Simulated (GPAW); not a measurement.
Crystal: SnO.

```xyz
4
Lattice="3.8137 0.0000 0.0000 0.0000 3.8137 0.0000 0.0000 0.0000 4.8869" Properties=species:S:1:pos:R:3 pbc="T T T"
Sn    1.9068    0.0000    3.7367
Sn    0.0000    1.9068    1.1503
O     0.0000    0.0000    0.0000
O     1.9068    1.9068    0.0000
```

The cell is a database's computed one.

Base run:

| Property | Result |
| --- | --- |
| Program | GPAW 26.7.0 |
| Functional | PBE |
| Potentials or basis | GPAW PAW data sets (gpaw-data 1.2.1) |
| Cutoff | 600 eV |
| Basis | pw |
| k mesh | 6 × 6 × 5 |
| Occupations | fermi-dirac, width 0.05 eV |
| Spin | no spin polarisation |

Its results: band gap on the k mesh 0.15 eV, indirect (least direct gap 2.02 eV); pressure 0.3 GPa; largest force 0.322 eV/Å.

Problem. The run is repeated on the same cell with these changes: functional from PBE to r2SCAN; cutoff from 600 eV to 650 eV. What comes out?

Solution. Band gap on the k mesh 0.28 eV, indirect (least direct gap 2.36 eV); pressure -1.8 GPa; largest force 0.104 eV/Å.

r2SCAN gives the wider gap, since meta-GGAs in the generalised Kohn-Sham scheme recover part of the derivative discontinuity.

Caveats: the cutoff is short for stress and forces, so pressures can be off by a GPa or more; spin-orbit coupling is left out, which moves the levels of the heavy elements; an odd mesh through Γ misses points on the zone boundary, where band edges often lie; the PAW data sets were made with another functional, which shifts forces and pressure a little (some runs).

Not every run made on this cell is shown here.
